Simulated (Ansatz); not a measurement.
Set up this calculation in Ansatz 0.2.0, as the native input.

* Task: band structure
* Functional: PBEsol
* Potentials or basis: all-electron LAPW, relativistic spinors
* Cutoff: 247 eV (chosen from the basis error)
* Basis error allowed: 0.001 eV/atom
* k mesh: 6 × 6 × 6
* Occupations: fermi-dirac, width 0.05 eV
* Spin: spin-orbit coupling, no magnetisation

The system is CdS (Hawleyite).

```
Cd S
1.0
     0.00000    2.91650    2.91650
     2.91650    0.00000    2.91650
     2.91650    2.91650    0.00000
Cd S
1 1
Direct
  0.00000 0.00000 0.00000
  0.75000 0.75000 0.75000
```

The input as run:

input.yaml

```yaml
crystal:
  lattice:
    - [0.0, 2.9165, 2.9165]
    - [2.9165, 0.0, 2.9165]
    - [2.9165, 2.9165, 0.0]
  atoms:
    - { symbol: Cd, position: [0.0, 0.0, 0.0] }
    - { symbol: S, position: [0.75, 0.75, 0.75] }
kpoints:
  mp_grid: { grid: [6, 6, 6] }
  band_path:
    path:
      - [0.0, 0.0, 0.0]
      - [0.5, 0.0, 0.5]
      - [0.5, 0.25, 0.75]
      - [0.375, 0.375, 0.75]
      - [0.0, 0.0, 0.0]
      - [0.5, 0.5, 0.5]
      - [0.625, 0.25, 0.625]
      - [0.5, 0.25, 0.75]
    npoints: 8
scf:
  occupations: { method: fermi_dirac, width: 0.05 }
hamiltonian:
  xc: pbesol
  pseudopotentials: { kind: all_electron, lapw: { basis_error: 0.001 } }
magnetization:
  noncollinear: true
  spin_orbit: true
output:
  forces: true
  stress: true
  eigenvalues: true
```

Potentials or basis: all-electron LAPW, relativistic spinors.

Launch:

```bash
$ ansatz run input.yaml --threads 1 --pin off --max-ram 3072MiB --backend cpu --events-out ev --progress --plain --runs-dir out
```

It gave:

```json
{
 "Pressure": "-0.3 GPa",
 "Band gap on the k mesh": "0.99 eV, direct",
 "Band gap along the path": "0.99 eV, direct"
}
```

Run time: 60 s on 1 thread of Arm Neoverse V1, with other jobs on the host, peak memory 0.38 GiB.
